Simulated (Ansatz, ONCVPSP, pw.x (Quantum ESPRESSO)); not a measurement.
# Equation-of-state test of one ONCV potential (Si (Z = 14))

ONCVPSP 4.0.1.1 (patched build) input, shortened (lines: element, Z, core and valence counts, functional; n l f; lmax; l rc ep ncon nbas qcut; lloc lpopt rc5 dvloc0; l nproj debl; icmod fcfact rcfact), PBE, scalar-relativistic:

```
  Si 14.00    3    2        4      upf
    1    0    2.00
    2    0    2.00
    2    1    6.00
    3    0    2.00
    3    1    2.00
    2
    0    1.75    0.00    4    8    4.10
    1    2.25    0.00    4    8    2.90
    2    2.25    0.43    3    7    4.10
    4    5    1.65    0.00
    0    1    0.40
    1    1    3.60
    2    1    2.80
    3    3.00    1.52
```

Atomic tests: cutoffs needed: 7.5 Ha and 17 Ha (the cutoffs (Ha) at which the residual kinetic energy of the hardest occupied pseudo-wave falls to 1 and 0.1 mHa per electron); ghost test: no bound ghost flagged; no localised positive-energy state flagged; largest excitation error: -14 meV (all-electron minus pseudo) for 3s1 3p0, out of 4 test configurations.

Crystal test: bcc Si in pw.x 7.5, no spin, 15³ k-points, Fermi–Dirac smearing 0.01 Ry, cutoffs 50/200 Ry. The reference is all-electron LAPW (Ansatz 0.2.0) with the same functional, mesh and smearing; V0 and B0 come from Birch–Murnaghan fits to the pressures at five volumes. Errors are pseudo minus all-electron; Δ is the rms difference of the E(V) curves that follow from these fits, minima aligned, over ±6 % about the mean V0. Mesh and smearing are coarse, so the numbers serve the comparison and aren't converged zero-temperature values; the lattice is a test structure that the element need not adopt.

```csv
V (Å³/atom),P all-electron (GPa),P pseudo (GPa)
13.863,5.77,5.04
14.228,2.88,2.20
14.593,0.35,-0.28
14.958,-1.86,-2.44
15.323,-3.80,-4.33
```

All-electron: a0 = 3.083 Å (V0 = 14.65 Å³/atom), B0 = 93.0 GPa.

Pseudopotential: mean pressure error (GPa): -0.63; a0 (Å): 3.076; a0 error (%): -0.22; B0 error (%): +0.9; Δ (meV/atom): 2.0.

Task: At the middle volume, how do free energy and pressure move when the wave cutoff is lowered (ecutrho kept at four times it)?

Result:

```tsv
cutoff (Ry)	shift of F (meV/atom)	shift of P (GPa)
22	+7.5	+0.05
30	+3.4	-0.07
40	+1.1	+0.05
```

The run at the middle volume (120 k-points, 6 iterations) took about 11 s on one core of a shared host (Neoverse-N1, 64 threads, 124 GiB, load 53).
